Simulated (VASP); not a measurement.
# Sb (R-3m) in VASP: a series of runs

One crystal, Sb, is run at these levels: rev-vdW-DF2, r2SCAN, PBE; tasks: relaxation of cell and atoms.

Program: VASP 6.6.1. These are calculated values, not measurements. Logs are shortened: lines on timing, memory, paths and dates and some standing lists are left out, and cuts for length are marked.

### 1 The structure

The structure is trigonal, space group R-3m (No. 166). Conventional cell: a = 4.363 Å, b = 4.363 Å, c = 11.315 Å, α = 90.00°, β = 90.00°, γ = 120.00°. Sb (site symmetry 3m) has 6 Sb at 2.95 to 3.36 Å as nearest neighbours.

### 2 Relaxation of cell and atoms, rev-vdW-DF2

The input, INCAR:

```
SYSTEM = Sb
  PREC = Accurate
  ENCUT = 600
  EDIFF = 1E-7
  ISMEAR = 1
  SIGMA = 0.1
  LREAL = .False.
  LASPH = .True.
  NELM = 80
  ALGO = Normal
  ISIF = 3
  LWAVE = .False.
  LCHARG = .False.
  GGA = MK
  LUSE_VDW = .True.
  AGGAC = 0.0
  PARAM1 = 0.1234
  PARAM2 = 0.711357
  ZAB_VDW = -1.8867
  IBRION = 2
  NSW = 90
  EDIFFG = -0.005
```

The input, KPOINTS:

```
Automatic mesh
0
Gamma
  12 12 10
  0 0 0
```

The input, POSCAR:

```
Sb                                      
1.0
    2.1812746340      1.2593594971      3.7715458454
   -2.1812746340      1.2593594971      3.7715458454
   -0.0000000000     -2.5187189943      3.7715458454
  Sb            
     2
Direct
     0.2347955342807258    0.2347955342807258    0.2347955342807258
     0.7652044657192743    0.7652044657192743    0.7652044657192743
```

Potentials or basis: VASP PAW PBE potentials, release 64 (Sb).

Started as:

```bash
cat potpaw_PBE.64/Sb/POTCAR > POTCAR
mpirun -np 1 vasp_std > vasp.out
```

OUTCAR:

```text
SYSTEM = Sb
   PREC = Accurate
   ENCUT = 600
   EDIFF = 1E-7
   ISMEAR = 1
   LREAL = .False.
   LASPH = .True.
   NELM = 80
   ISIF = 3
   GGA = MK
   IBRION = 2
   NSW = 90
   EDIFFG = -0.005

 ion  position               nearest neighbor table
   1  0.235  0.235  0.235-   2 2.95   2 2.95   2 2.95   2 3.36   2 3.36   2 3.36
   2  0.765  0.765  0.765-   1 2.95   1 2.95   1 2.95   1 3.36   1 3.36   1 3.36

  LATTYP: Found a trigonal (rhomboedric) cell.
 ALAT       =     4.5352511988
 COS(alpha) =     0.5373548646

  Lattice vectors:

 A1 = (   2.1812746340,   1.2593594971,   3.7715458454)
 A2 = (  -2.1812746340,   1.2593594971,   3.7715458454)
 A3 = (   0.0000000000,  -2.5187189943,   3.7715458454)

Analysis of symmetry for initial positions (statically):
=====================================================================
 Subroutine PRICEL returns:
 Original cell was already a primitive cell.

 Routine SETGRP: Setting up the symmetry group for a
 trigonal (rhombohedral) supercell.

 Subroutine GETGRP returns: Found 12 space group operations
 (whereof 12 operations were pure point group operations)
 out of a pool of 12 trial point group operations.

The static configuration has the point symmetry D_3d.

Analysis of symmetry for dynamics (positions and initial velocities):
=====================================================================
 Subroutine PRICEL returns:
 Original cell was already a primitive cell.

 Routine SETGRP: Setting up the symmetry group for a
 trigonal (rhombohedral) supercell.

 Subroutine GETGRP returns: Found 12 space group operations
 (whereof 12 operations were pure point group operations)
 out of a pool of 12 trial point group operations.

The dynamic configuration has the point symmetry D_3d.

 Subroutine INISYM returns: Found 12 space group operations
 (whereof 12 operations are pure point group operations),
 and found     1 'primitive' translations

----------------------------------------------------------------------------------------

                                     Primitive cell

  volume of cell :      62.1628

  direct lattice vectors                    reciprocal lattice vectors
     2.181274634  1.259359497  3.771545845     0.229223772  0.132342407  0.088381090
    -2.181274634  1.259359497  3.771545845    -0.229223772  0.132342407  0.088381090
     0.000000000 -2.518718994  3.771545845     0.000000000 -0.264684813  0.088381090

  length of vectors
     4.535251199  4.535251199  4.535251199     0.279050654  0.279050654  0.279050654

  position of ions in fractional coordinates (direct lattice)
     0.234795534  0.234795534  0.234795534
     0.765204466  0.765204466  0.765204466

  ion indices of the primitive-cell ions
   primitive index   ion index
                 1           1
                 2           2

----------------------------------------------------------------------------------------

 KPOINTS: Automatic mesh

Automatic generation of k-mesh.
 Grid dimensions read from file:
 generate k-points for:   12   12   10

 Generating k-lattice:

  Cartesian coordinates                     Fractional coordinates (reciprocal lattice)
     0.019101981  0.011028534  0.007365091     0.083333333  0.000000000 -0.000000000
    -0.019101981  0.011028534  0.007365091     0.000000000  0.083333333 -0.000000000
     0.000000000 -0.026468481  0.008838109    -0.000000000 -0.000000000  0.100000000

  Length of vectors
     0.023254221  0.023254221  0.027905065

  Shift w.r.t. Gamma in fractional coordinates (k-lattice)
     0.000000000  0.000000000  0.000000000

 -----------------------------------------------------------------------------
|                                                                             |
|           W    W    AA    RRRRR   N    N  II  N    N   GGGG   !!!           |
|           W    W   A  A   R    R  NN   N  II  NN   N  G    G  !!!           |
|           W    W  A    A  R    R  N N  N  II  N N  N  G       !!!           |
|           W WW W  AAAAAA  RRRRR   N  N N  II  N  N N  G  GGG   !            |
|           WW  WW  A    A  R   R   N   NN  II  N   NN  G    G                |
|           W    W  A    A  R    R  N    N  II  N    N   GGGG   !!!           |
|                                                                             |
|     Your reciprocal lattice and k-lattice belong to different lattice       |
|     classes:                                                                |
|                                                                             |
|        The reciprocal lattice is rhombohedral (trigonal),                   |
|        whereas your k-lattice is base-centered monoclinic.                  |
|                                                                             |
|     Results are often still useful ...                                      |
|                                                                             |
 -----------------------------------------------------------------------------

 WARNING: IBZKPT: internal override: KBLOWUP is changed to .FALSE.
      ... skipping the blow-up phase ...

 Subroutine IBZKPT returns following result:
 ===========================================

 Found    391 irreducible k-points:

 Following reciprocal coordinates:
            Coordinates               Weight
  0.000000  0.000000  0.000000      1.000000
  0.083333  0.000000 -0.000000      4.000000
  0.166667  0.000000  0.000000      4.000000
  0.250000 -0.000000 -0.000000      4.000000
  0.333333 -0.000000 -0.000000      4.000000
  0.416667 -0.000000  0.000000      4.000000
[... 16 lines left out ...]
  0.500000  0.166667 -0.000000      8.000000
 -0.416667  0.166667  0.000000      4.000000
 [... further k-points ...]
   k-points           NKPTS =    391   k-points in BZ     NKDIM =    391   number of bands    NBANDS=      9
   number of dos      NEDOS =    301   number of ions     NIONS =      2
   total plane-waves  NPLWV =  46656
   dimension x,y,z NGX =    36 NGY =   36 NGZ =   36
   dimension x,y,z NGXF=    72 NGYF=   72 NGZF=   72
   ions per type =               2
   NGX,Y,Z   is equivalent  to a cutoff of  13.20, 13.20, 13.20 a.u.
   NGXF,Y,Z  is equivalent  to a cutoff of  26.39, 26.39, 26.39 a.u.
 SYSTEM =  Sb
   PREC   = accura    normal or accurate (medium, high low for compatibility)
   ISTART =      0    job   : 0-new  1-cont  2-samecut
   ICHARG =      2    charge: 1-file 2-atom 10-const
   ISPIN  =      1    spin polarized calculation?
   LNONCOLLINEAR =      F non collinear calculations
   LSORBIT =      F    spin-orbit coupling
   LASPH  =      T    aspherical Exc in radial PAW
   ENCUT  =  600.0 eV  44.10 Ry    6.64 a.u.   9.06  9.06  9.06*2*pi/ulx,y,z
   NELM   =     80;   NELMIN=  2; NELMDL= -5     # of ELM steps
   EDIFF  = 0.1E-06   stopping-criterion for ELM
   LREAL  =      F    real-space projection
   EDIFFG = -.5E-02   stopping-criterion for IOM
   NSW    =     90    number of steps for IOM
   IBRION =      2    ionic relax: 0-MD 1-quasi-New 2-CG
   NFREE  =      1    steps in history (QN), initial steepest desc. (CG)
   ISIF   =      3    stress and relaxation
   ISYM   =      2    0-nonsym 1-usesym 2-fastsym
   POTIM  = 0.5000    time-step for ionic-motion
   TEBEG  =    0.0;   TEEND  =   0.0 temperature during run
   PSTRESS=    0.0 pullay stress
   NELECT =      10.0000    total number of electrons
   NUPDOWN=      -1.0000    fix difference up-down
   EMIN   =  10.00;   EMAX   =-10.00  energy-range for DOS
   EFERMI =   0.00;   METHOD = LEGACY
   ISMEAR =     1;   SIGMA  =   0.10  broadening in eV -4-tet -1-fermi 0-gaus
   EFERMI_NEDOS =   21; number of points for ismear=-14 and -15
   IALGO  =     38    algorithm
   IMIX   =      4    mixing-type and parameters
     AMIX     =   0.40;   BMIX     =  1.00
     AMIX_MAG =   1.60;   BMIX_MAG =  1.00
  volume/ion in A,a.u.               =      31.08       209.75
  Fermi-wavevector in a.u.,A,eV,Ry     =   0.890358  1.682532 10.785843  0.792737
  Thomas-Fermi vector in A             =   2.012038
   LORBIT       =      0    0 simple, 1 ext, 2 COOP (PROOUT), +10 PAW based schemes
   GGA     = MK    functional components
   LHFCALC =     F    Hartree Fock is set to
   AEXX    =    0.0000 exact exchange contribution
   IVDW_NL    =     1    kernel type
   BPARAM     = 6.3000
   IVDW    =     0    specifies the selected vdW correction
   LEPSILON=     F    determine dielectric tensor
   LRPA    =     F    only Hartree local field effects (RPA)
 conjugate gradient relaxation of ions
 non-spin polarized calculation
 Methfessel and Paxton  Order N= 1 SIGMA  =   0.10
  energy-cutoff  :      600.00
  volume of cell :       62.16
 maximum number of plane-waves:      2092
   NGX = 19   NGY = 19   NGZ = 19

 number of electron      10.0000000 magnetization

 Free energy of the ion-electron system (eV)
  ---------------------------------------------------
  ext. energy  EPLUGINS =         0.00000000
  ---------------------------------------------------
  free energy    TOTEN  =        -4.92036242 eV

  energy without entropy =       -4.92056344  energy(sigma->0) =       -4.92042942

 E-fermi :   6.7917     XC(G=0):  -9.4326

 val. band max:        6.7760125589   @ k =   0.0833   0.0833   0.4000
 cond. band min:       6.8040556224   @ k =   0.0833   0.0833   0.4000
 fundamental gap:      0.0280430635
 Fermi energy:         6.7916783083

 k-point     1 :       0.0000    0.0000    0.0000
  band No.  band energies     occupation
      1      -5.6484      2.00000
      2       1.8154      2.00000
      3       4.8708      2.00000
      4       5.0931      2.00000
      5       5.0931      2.00000
      6       8.9864      0.00000
      7       9.4930      0.00000
      8       9.4930      0.00000
      9      11.9253      0.00000

 k-point     2 :       0.0833    0.0000   -0.0000
  band No.  band energies     occupation
      1      -5.5745      2.00000
      2       1.5041      2.00000
      3       4.9010      2.00000
      4       5.0804      2.00000
      5       5.2083      2.00000
      6       8.9229      0.00000
      7       9.2774      0.00000
      8       9.2988      0.00000
      9      11.6207      0.00000
[... 253 lines left out ...]
 k-point    24 :      -0.4167    0.1667    0.0000
  band No.  band energies     occupation
      1      -3.2240      2.00000
      2      -2.5461      2.00000
      3       3.2710      2.00000
      4       4.7013      2.00000
      5       5.1764      2.00000
      6       7.7463     -0.00000
      7       8.0570     -0.00000
      8       9.8204      0.00000
      9      13.3898      0.00000

 [... further k-points ...]
[... 5 lines left out ...]
  --------------------------------------------------------------------------------------
  -------------------------------------------------------------------------------------
  Total       -0.0008096     -0.0008096     -0.0008417      0.0000000      0.0000000      0.0000000
  in kB       -0.0208667     -0.0208667     -0.0216951      0.0000000      0.0000000      0.0000000
  external PRESSURE =      -0.0211429 kB  Pullay stress =       0.0000000 kB

 VOLUME and BASIS-vectors are now :
 -----------------------------------------------------------------------------
  energy-cutoff  :      600.00
  volume of cell :       62.16
      direct lattice vectors                 reciprocal lattice vectors
     2.181274634  1.259359497  3.771545845     0.229223772  0.132342407  0.088381090
    -2.181274634  1.259359497  3.771545845    -0.229223772  0.132342407  0.088381090
     0.000000000 -2.518718994  3.771545845     0.000000000 -0.264684813  0.088381090

 POSITION                                       TOTAL-FORCE (eV/Angst)
 -----------------------------------------------------------------------------------
      0.00000     -0.00000      2.65663         0.000000     -0.000000      0.000737
      0.00000     -0.00000      8.65801         0.000000      0.000000     -0.000737
 -----------------------------------------------------------------------------------
    total drift:                               -0.000000     -0.000000     -0.000000

  FREE ENERGIE OF THE ION-ELECTRON SYSTEM (eV)
  ---------------------------------------------------
  free  energy   TOTEN  =        -4.9203624157 eV

  energy  without entropy=       -4.9205634381  energy(sigma->0) =       -4.92042942

Total vdW correction in eV:      2.2383086

 reached required accuracy - stopping structural energy minimisation
```

Run time: 3 min. Hardware: 1 thread of Intel Xeon Platinum 8259CL at 2.50GHz (Skylake/Cascade Lake), shared host; peak memory 0.67 GiB.

Results:

| Quantity | Value |
| --- | --- |
| Free energy | -4.9204 eV |
| Pressure after relaxing | 0.0 GPa |
| Band gap on the k mesh | none (metal or under the smearing width) |

Final structure:
```
Sb
1.0
     2.18127    1.25936    3.77155
    -2.18127    1.25936    3.77155
     0.00000   -2.51872    3.77155
Sb
2
Direct
  0.23480 0.23480 0.23480
  0.76520 0.76520 0.76520
```

Caveat: the relaxation stopped at its first step, so nothing moved; the PAW data sets were made with another functional, which shifts forces and pressure a little.

[end of part 1 of 2]
